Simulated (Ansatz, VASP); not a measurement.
One calculation of Ba, two programs

```
CELL_PARAMETERS angstrom
-2.26390 2.26390 2.26390
2.26390 -2.26390 2.26390
2.26390 2.26390 -2.26390
ATOMIC_POSITIONS crystal
Ba 0.00000 0.00000 0.00000
```

Alike in both runs: task single point; functional PBEsol; k mesh 11 × 11 × 11; occupations methfessel-paxton of order 1, width 0.025 eV; no spin polarisation.

```csv
,VASP,Ansatz
version,VASP 6.6.1,Ansatz 0.2.0
potentials or method,"VASP PAW PBE potentials, release 64 (Ba_sv), cutoff 520 eV","all-electron LAPW, scalar-relativistic"
```

VASP gave:

| Item | Value |
| --- | --- |
| gap on the k mesh at the Fermi level (eV) | none |
| pressure (GPa) | 3.1 |

Q: What did Ansatz give for the same quantities?

A: gap on the k mesh at the Fermi level (eV): none; pressure (GPa): 2.8.

A gap of «none» marks a metal or a gap that the smearing closes. Ansatz ran all-electron here, so the differences hold the error of VASP's frozen core and of both bases.

Caveats: the PAW data sets were made with another functional, which shifts forces and pressure a little (VASP). Spin-orbit coupling is left out, which matters for the levels of Ba.
